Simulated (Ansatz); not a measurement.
**ZrSe2: a listed cell, distorted in several ways**

How do energy, forces, pressure and gap of ZrSe2 change under distortions that keep the symmetry, other functionals? Each case is one self-consistent run.

The COD entry's cell or inner coordinates are ideal or old and differ from later refinements, so a difference from it is no clean test against experiment.

Computed with Ansatz 0.2.0 (DFT PBE, scalar-relativistic, plane waves, PAW, unless a step's input says otherwise).

1 further run of the same task is left out (set aside as unsound or not needed).

### Step 1. The structure to begin with

Symmetry: P-3m1, No. 164, trigonal system. The conventional cell has a = 3.798 Å, b = 3.798 Å, c = 6.192 Å, α = 90.00°, β = 90.00°, γ = 120.00°. Around Zr (site symmetry -3m) lie 6 Se at 2.68 Å. Se (site symmetry 3m) is surrounded by 3 Zr at 2.68 Å.

As a file:

```cif
data_structure
_symmetry_space_group_name_H-M 'P 1'
_symmetry_Int_Tables_number 1
_cell_length_a 3.7980
_cell_length_b 3.7980
_cell_length_c 6.1920
_cell_angle_alpha 90.000
_cell_angle_beta 90.000
_cell_angle_gamma 120.000
_cell_volume 77.35
loop_
_atom_site_label
_atom_site_type_symbol
_atom_site_fract_x
_atom_site_fract_y
_atom_site_fract_z
_atom_site_occupancy
Zr1 Zr 0.00000 0.00000 0.00000 1
Se1 Se 0.33333 0.66667 0.25000 1
Se2 Se 0.66667 0.33333 0.75000 1
```

The structure comes from the Crystallography Open Database.

### Step 2. Functional and cell changed: LDA

What differs from the listed cell: strain xx, yy, zz, yz, xz, xy = +3.5, +3.5, -5.5, +0.0, +0.0, +0.0 %; atoms moved by 0.10 Å root mean square, at most 0.12 Å.

input.yaml

```yaml
crystal:
  lattice:
    - [3.9291809115, 0.0, 0.0]
    - [-1.9645904558, 3.4027704854, 0.0]
    - [0.0, 0.0, 5.84859168]
  atoms:
    - { symbol: Zr, position: [0.0, 0.0, 0.0] }
    - { symbol: Se, position: [0.3333333333, 0.6666666667, 0.2302205286] }
    - { symbol: Se, position: [0.6666666667, 0.3333333333, 0.7697794714] }
basis:
  ecutwfc: 420
kpoints:
  mp_grid: { grid: [12, 12, 6] }
hamiltonian:
  xc: lda
scf:
  occupations: { method: gaussian, width: 0.05 }
output:
  forces: true
  stress: true
  eigenvalues: true
  populations: true
```

On the command line:

```bash
$ ansatz run input.yaml --threads 1 --pin off --max-ram 1331MiB --backend cpu --events-out ev --progress --plain --runs-dir out
```

### Step 3. A distortion that keeps the symmetry

input.yaml

```yaml
crystal:
  lattice:
    - [3.859867447, 0.0, 0.0]
    - [-1.9299337235, 3.3427432642, 0.0]
    - [0.0, 0.0, 5.92134768]
  atoms:
    - { symbol: Zr, position: [0.0, 0.0, 0.0] }
    - { symbol: Se, position: [0.3333333333, 0.6666666667, 0.2697794714] }
    - { symbol: Se, position: [0.6666666667, 0.3333333333, 0.7302205286] }
basis:
  ecutwfc: 420
kpoints:
  mp_grid: { grid: [12, 12, 6] }
hamiltonian:
  xc: pbe
scf:
  occupations: { method: gaussian, width: 0.05 }
output:
  forces: true
  stress: true
  eigenvalues: true
```

What does the calculation give? Wanted: for each run, case; energy; pressure; largest force.

As calculated:

| step | case | energy (meV/atom) | pressure (GPa) | largest force (eV/Å) | gap on the mesh (eV) |
| --- | --- | --- | --- | --- | --- |
| 2 | functional and cell changed: LDA | n/a | 0.5 | 1.12 | 0.60 |
| 3 | a distortion that keeps the symmetry | +0.0 | -2.2 | 0.59 | 0.00 |

Energies are counted from step 3, with the smearing taken to zero. Other atoms or functionals have another zero of energy (n/a). A gap of 0.00 means none on the mesh at this level.

**Reading.** ZrSe2 is measured to have a gap, so the metal found with PBE is a failure of that level.

The gaps are Kohn-Sham values of a semilocal functional, not quasiparticle or optical gaps. Such gaps usually fall short of the measured ones.
